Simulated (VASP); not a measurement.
The system is GaS.

```
Ga S
1.0
     3.58500    0.00000    0.00000
    -1.79250    3.10470    0.00000
     0.00000    0.00000   15.50000
Ga S
4 4
Direct
  0.33333 0.66667 0.17000
  0.66667 0.33333 0.67000
  0.33333 0.66667 0.33000
  0.66667 0.33333 0.83000
  0.33333 0.66667 0.60000
  0.66667 0.33333 0.10000
  0.33333 0.66667 0.90000
  0.66667 0.33333 0.40000
```

- Program: VASP 6.6.1
- Task: relaxation of cell and atoms
- Functional: PBE
- Potentials or basis: VASP PAW PBE potentials, release 64 (Ga_d, S)
- Cutoff: 600 eV
- k mesh: 9 × 9 × 2
- Occupations: gaussian, width 0.03 eV
- Spin: no spin polarisation

At the start: pressure 2.1 GPa; volume 21.57 Å³/atom.

Problem. Where does the relaxation end?

Solution. Over 68 steps the energy falls by 15.7 meV/atom and the volume is 24.60 Å³/atom (+14.1 %); space group P6_3/mmc (No. 194, to 0.05 Å).

The path:
```csv
step,energy change (eV),largest force (eV/Å),pressure (GPa),volume (Å³)
1,0.0000,0.2436,2.11,172.52
3,-0.0363,0.2412,0.16,177.35
5,-0.0459,0.1901,-0.03,178.59
7,-0.0628,0.2033,-0.14,181.52
9,-0.0736,0.1596,1.08,182.32
11,-0.0856,0.0609,0.52,183.04
13,-0.0945,0.4246,-0.75,191.94
15,-0.1113,0.1709,-0.23,189.32
17,-0.1182,0.0666,-0.01,191.24
19,-0.1211,0.1453,0.17,193.92
21,-0.1228,0.0088,-0.14,194.55
23,-0.1234,0.0034,-0.02,194.10
25,-0.1237,0.0108,0.03,194.00
27,-0.1238,0.0110,0.06,194.02
29,-0.1239,0.0254,0.04,194.54
31,-0.1238,0.0334,-0.07,194.85
33,-0.1240,0.0282,-0.14,195.24
35,-0.1243,0.0199,0.05,194.91
37,-0.1243,0.0170,0.04,194.94
39,-0.1244,0.0163,0.04,195.06
41,-0.1244,0.0095,0.03,195.15
43,-0.1244,0.0454,-0.16,196.27
45,-0.1245,0.0233,-0.02,195.64
47,-0.1245,0.0245,-0.05,195.67
49,-0.1247,0.0193,-0.07,195.88
51,-0.1248,0.0183,-0.04,196.08
53,-0.1249,0.0233,-0.01,196.15
55,-0.1252,0.0104,0.07,196.34
57,-0.1252,0.0035,0.08,196.48
59,-0.1252,0.0112,0.07,196.57
61,-0.1253,0.0098,0.25,196.63
63,-0.1253,0.0098,0.04,196.69
65,-0.1253,0.0133,0.04,196.70
67,-0.1253,0.0038,0.05,196.75
68,-0.1253,0.0080,0.04,196.81
```

Final structure:
```
CELL_PARAMETERS angstrom
3.62802 0.00000 0.00000
-1.81401 3.14196 0.00000
0.00000 0.00000 17.26578
ATOMIC_POSITIONS crystal
Ga 0.33333 0.66667 0.17840
Ga 0.66667 0.33333 0.67840
Ga 0.33333 0.66667 0.32160
Ga 0.66667 0.33333 0.82160
S 0.33333 0.66667 0.61560
S 0.66667 0.33333 0.11560
S 0.33333 0.66667 0.88440
S 0.66667 0.33333 0.38440
```

Caveat: this functional lacks dispersion, which binds the layers, so the pressure and a relaxed spacing across them are unreliable; the volume moved by +14 % from the deposited cell, more than functionals usually miss.
